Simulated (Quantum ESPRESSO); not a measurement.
Runs of Quantum ESPRESSO 7.5 on Nb. It takes space group Im-3m (No. 229, cubic). Conventional cell: a = 3.328 Å, b = 3.328 Å, c = 3.328 Å, α = 90.00°, β = 90.00°, γ = 90.00°. Around Nb (site symmetry m-3m) lie 8 Nb at 2.88 Å. 

| level | ASE optimiser | dispersion computed by | rVV10 parameter b | gap on the mesh (eV) | pressure (GPa) | relaxed volume (Å³/atom) |
| --- | --- | --- | --- | --- | --- | --- |
| PBEsol+D3 | BFGS | - | - | none | 0.1 | 17.10 |
| PBEsol | FIRE | - | - | none | -0.1 | (b) |
| PBEsol+D4 | FIRE | dftd4 4.3.1 through ASE | - | none | -0.1 | 17.38 |
| PBEsol+rVV10 | FIRE | - | 6.3 | none | -0.1 | 17.24 |
| PBEsol+D3(BJ) | FIRE | - | - | none | -0.1 | (a) |

Alike in all rows: task relaxation of cell and atoms; potentials or basis GBRV 1.5 PBEsol; no spin polarisation; cell relaxed; k mesh 11 × 11 × 11; cutoff (eV) 612; smearing fermi-dirac 0.05 eV.

Fill in the values left out.

(a) 16.99; (b) 17.55.

Caveats: pairwise dispersion overbinds metals, which lowers pressure and volume (some runs); rVV10's parameter b was fitted to another functional (some runs).

A k mesh can miss the band edges, and the runs leave out spin-orbit coupling on Nb.

A gap of «none» marks a metal or a gap under the smearing width.
